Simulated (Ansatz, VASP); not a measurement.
## La: VASP beside Ansatz

```
La
1.0
    -2.13790    2.13790    2.13790
     2.13790   -2.13790    2.13790
     2.13790    2.13790   -2.13790
La
1
Cartesian
  0.0000 0.0000 0.0000
```

Change from the starting cell: volume scaled by 1.02, PAW files.

Alike in both runs: task electric field gradients; functional LDA; k mesh 11 × 11 × 11; occupations fermi-dirac, width 0.03 eV; no spin polarisation.

|  | VASP | Ansatz |
| --- | --- | --- |
| version | VASP 6.6.1 | Ansatz 0.2.0 |
| potentials or method | VASP PAW LDA potentials, release 64 (La) | PAW with Ansatz's default frozen-core files, scalar-relativistic |
| plane-wave cutoff (eV) | 520 | 420 |
| valence electrons in the cell | 11 | 11 |

```tsv
	VASP	Ansatz	Ansatz less VASP
pressure (GPa)	-4.0	-3.9	+0.05
Vzz of the field gradient on the site that differs most (V/Å²)	0.0	0.0	0.00
```

Ansatz warned: «gradients_without_spin_orbit».

Spin-orbit coupling is left out, which matters for the levels of La.
